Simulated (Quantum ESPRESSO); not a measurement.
Set up this calculation in Quantum ESPRESSO 7.5, as the native input.

```yaml
Task: band structure
Functional: PBEsol
Potentials_or_basis: GBRV 1.5 PBEsol
Cutoff: 612 eV
Density_cutoff: 4898 eV
k_mesh: 10 × 10 × 10
Occupations: fermi-dirac, width 0.05 eV
Spin: no spin polarisation
Mixing_beta: 0.5
Most_SCF_iterations: 120
SCF_threshold: 6e-10 Ry
```

The system is MoS2.

```
CELL_PARAMETERS angstrom
1.58000 0.91221 6.15000
-1.58000 0.91221 6.15000
0.00000 -1.82443 6.15000
ATOMIC_POSITIONS crystal
Mo 0.00000 0.00000 0.00000
S 0.41700 0.41700 0.41700
S 0.25000 0.25000 0.25000
```

Measurements of this composition are mostly on another form, of space group No. 194.

The input as run:

pw.in

```
&CONTROL
  calculation = 'scf'
  prefix = 'pwscf'
  outdir = './tmp'
  pseudo_dir = './pseudo'
  tprnfor = .true.
  tstress = .true.
  disk_io = 'low'
/
&SYSTEM
  ibrav = 0
  celldm(1) = 8
  nat = 3
  ntyp = 2
  ecutwfc = 45
  ecutrho = 360
  nbnd = 20
  occupations = 'smearing'
  smearing = 'fd'
  degauss = 0.00367493
/
&ELECTRONS
  conv_thr = 6d-10
  electron_maxstep = 120
  mixing_beta = 0.5
/
ATOMIC_SPECIES
Mo    95.9500 mo_pbesol_v1.uspp.F.UPF
S     32.0600 s_pbesol_v1.4.uspp.F.UPF
CELL_PARAMETERS alat
  0.3732209096136   0.2154791926280   1.4527269583061
 -0.3732209096136   0.2154791926280   1.4527269583061
  0.0000000000000  -0.4309583852559   1.4527269583061
ATOMIC_POSITIONS crystal
Mo     0.0000000000    0.0000000000    0.0000000000
S      0.4170000000    0.4170000000    0.4170000000
S      0.2500000000    0.2500000000    0.2500000000
K_POINTS automatic
10 10 10 0 0 0
```

bands.in

```
&CONTROL
  calculation = 'bands'
  prefix = 'pwscf'
  outdir = './tmp'
  pseudo_dir = './pseudo'
  disk_io = 'low'
  verbosity = 'high'
/
&SYSTEM
  ibrav = 0
  celldm(1) = 8
  nat = 3
  ntyp = 2
  ecutwfc = 45
  ecutrho = 360
  nbnd = 20
  occupations = 'smearing'
  smearing = 'fd'
  degauss = 0.00367493
/
&ELECTRONS
  conv_thr = 1d-08
  electron_maxstep = 120
  mixing_beta = 0.5
  diago_full_acc = .true.
  startingwfc = 'random'
/
ATOMIC_SPECIES
Mo    95.9500 mo_pbesol_v1.uspp.F.UPF
S     32.0600 s_pbesol_v1.4.uspp.F.UPF
CELL_PARAMETERS alat
  0.3732209096136   0.2154791926280   1.4527269583061
 -0.3732209096136   0.2154791926280   1.4527269583061
  0.0000000000000  -0.4309583852559   1.4527269583061
ATOMIC_POSITIONS crystal
Mo     0.0000000000    0.0000000000    0.0000000000
S      0.4170000000    0.4170000000    0.4170000000
S      0.2500000000    0.2500000000    0.2500000000
K_POINTS crystal
60
 0.0000000000  0.0000000000  0.0000000000 1
 0.0555555556  0.0000000000  0.0000000000 1
 0.1111111111  0.0000000000  0.0000000000 1
 0.1666666667  0.0000000000  0.0000000000 1
 0.2222222222  0.0000000000  0.0000000000 1
 0.2777777778  0.0000000000  0.0000000000 1
 0.3333333333  0.0000000000  0.0000000000 1
 0.3888888889  0.0000000000  0.0000000000 1
 0.4444444444  0.0000000000  0.0000000000 1
 0.5000000000  0.0000000000  0.0000000000 1
 0.5000000000  0.0362668018 -0.0362668018 1
 0.5000000000  0.0725336036 -0.0725336036 1
 0.5000000000  0.1088004054 -0.1088004054 1
 0.5000000000  0.1450672072 -0.1450672072 1
 0.5000000000  0.1813340090 -0.1813340090 1
 0.8186659910  0.5000000000  0.1813340090 1
 0.7867993919  0.5000000000  0.2132006081 1
 0.7549327928  0.5000000000  0.2450672072 1
 0.7230661937  0.5000000000  0.2769338063 1
 0.6911995946  0.5000000000  0.3088004054 1
 0.6593329955  0.5000000000  0.3406670045 1
 0.6274663964  0.5000000000  0.3725336036 1
 0.5955997973  0.5000000000  0.4044002027 1
 0.5637331982  0.5000000000  0.4362668018 1
 0.5318665991  0.5000000000  0.4681334009 1
 0.5000000000  0.5000000000  0.5000000000 1
 0.3333333333  0.3333333333  0.3333333333 1
 0.1666666667  0.1666666667  0.1666666667 1
 0.0000000000  0.0000000000  0.0000000000 1
 0.0309697277  0.0000000000 -0.0309697277 1
 0.0619394554  0.0000000000 -0.0619394554 1
 0.0929091830  0.0000000000 -0.0929091830 1
 0.1238789107  0.0000000000 -0.1238789107 1
 0.1548486384  0.0000000000 -0.1548486384 1
 0.1858183661  0.0000000000 -0.1858183661 1
 0.2167880938  0.0000000000 -0.2167880938 1
 0.2477578215  0.0000000000 -0.2477578215 1
 0.2787275491  0.0000000000 -0.2787275491 1
 0.3096972768  0.0000000000 -0.3096972768 1
 0.3406670045  0.0000000000 -0.3406670045 1
 0.6593329955  0.3406670045  0.0000000000 1
 0.6274663964  0.3725336036  0.0000000000 1
 0.5955997973  0.4044002027  0.0000000000 1
 0.5637331982  0.4362668018  0.0000000000 1
 0.5318665991  0.4681334009  0.0000000000 1
 0.5000000000  0.5000000000  0.0000000000 1
 0.6593329955  0.6593329955  0.1813340090 1
 0.6433996959  0.6433996959  0.2132006081 1
 0.6274663964  0.6274663964  0.2450672072 1
 0.6115330968  0.6115330968  0.2769338063 1
 0.5955997973  0.5955997973  0.3088004054 1
 0.5796664977  0.5796664977  0.3406670045 1
 0.5637331982  0.5637331982  0.3725336036 1
 0.5477998986  0.5477998986  0.4044002027 1
 0.5318665991  0.5318665991  0.4362668018 1
 0.5159332995  0.5159332995  0.4681334009 1
 0.5000000000  0.5000000000  0.5000000000 1
 0.5000000000  0.0000000000  0.0000000000 1
 0.6593329955  0.1703335023  0.1703335023 1
 0.8186659910  0.3406670045  0.3406670045 1
```

Potentials or basis: GBRV 1.5 PBEsol.

The run is started by

```bash
$ OMP_NUM_THREADS=1 mpirun -n 2 pw.x -nk 2 -in pw.in > pw.out
$ OMP_NUM_THREADS=1 mpirun -n 2 pw.x -nk 2 -in bands.in > bands.out
```

It gave:

```json
{
 "Pressure": "0.0 GPa",
 "Largest force": "0.242 eV/Å",
 "Band gap on the k mesh": "0.91 eV, indirect (least direct gap 1.96 eV)",
 "Band gap along the path": "0.88 eV, indirect (least direct gap 1.72 eV)"
}
```

It took 3.7 min on 2 MPI ranks on Arm Neoverse V2, on a shared host, peak memory 0.36 GiB a rank.
